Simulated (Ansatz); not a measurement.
## Se: pressure and energy change per atom as volume scale varies

Results calculated with Ansatz 0.2.0, not measured. Plane-wave DFT, scalar-relativistic PAW made under PBE with cores redone for the functional, no dispersion; the given relaxed cell is scaled uniformly, energy at zero smearing counts from the unscaled cell, pressure at the given Fermi-Dirac smearing is positive in compression.

The cell before it is scaled or strained (space group P6/mmm, No. 191):
```
Se
1.0
      4.7066     0.0000     0.0000
     -2.3533     4.0760     0.0000
      0.0000     0.0000     3.4185
Se
3
Direct
  0.00000 0.00000 0.00000
  0.33333 0.66667 0.50000
  0.66667 0.33333 0.50000
```

Settings of every row: spin polarised no; functional revPBE; wave cutoff 420 eV; smearing width 0.1 eV; k mesh 9x9x10.

Atom starting moment: 0 on all atoms.

Limits: the cell comes from a prototype or a list of computed structures and needn't be the stable phase.

```csv
row,volume scale,V (Å³/atom),pressure (GPa),energy change per atom (meV)
1,0.88,19.237,10.44,73.72
2,0.92,20.111,6.13,29.47
3,0.96,20.986,?,?
4,1.04,22.735,-2.21,7.08
5,1.08,23.609,-3.93,24.76
6,1.12,24.484,-5.28,50.81
```

Question: what pressure and energy change per atom should row 3 give?

Worked fit of pressure. Take u = (V_r/V)^(2/3) − 1 with V_r = 22.735 Å³ an atom, which is twice the finite (Eulerian) strain; such expansions in the strain, on which the Birch-Murnaghan equation of state is built, carry the rest volume and the bulk modulus. The shown rows have u = 0.11782, 0.08519, 0, -0.02483, -0.04821. Least squares give pressure = −2.23 + 75.754 × u + 268.12 × u² GPa; a straight line predicts inner rows, each left out in turn, worse (root mean square 0.76 against 0.054 GPa). The rows lie off it by 0.02, -0.04, 0.02, 0.02, -0.02. The pressure vanishes at u = 0.0269, or V = 21.85 Å³ an atom, and there the bulk modulus at fixed shape and fractions is B = −V dP/dV = (2/3)(1 + u) dP/du = 61.7 GPa. Letting shape and atoms relax would as a rule lower it, by much in layered, chain or molecular crystals. The withheld row has u = 0.05482, so the fit gives −2.23 + 75.754 × (0.05482) + 268.12 × (0.05482)² = 2.73 GPa.

The calculation gave 2.69 GPa. The fit lies 0.04 GPa (1.5 % of the value, 0.25 % of the column's range) above it; its largest miss of a shown row is 0.04 GPa.

Worked fit of energy change per atom. Take u = (V_r/V)^(2/3) − 1 with V_r = 22.735 Å³ an atom, which is twice the finite (Eulerian) strain; such expansions in the strain, on which the Birch-Murnaghan equation of state is built, carry the rest volume and the bulk modulus. The shown rows have u = 0.11782, 0.08519, 0, -0.02483, -0.04821. Least squares give energy change per atom = 6.802 − 488.798 × u + 8943.63 × u² meV; a straight line predicts inner rows, each left out in turn, worse (root mean square 25 against 0.82 meV). The rows lie off it by 0.36, -0.60, 0.28, 0.31, -0.34 (root mean square 0.39 meV). The withheld row has u = 0.05482, so the fit gives 6.802 − 488.798 × (0.05482) + 8943.63 × (0.05482)² = 6.88 meV.

The calculation gave 6.32 meV. The fit lies 0.56 meV (8.9 % of the value, 0.83 % of the column's range) above it; its largest miss of a shown row is 0.60 meV.
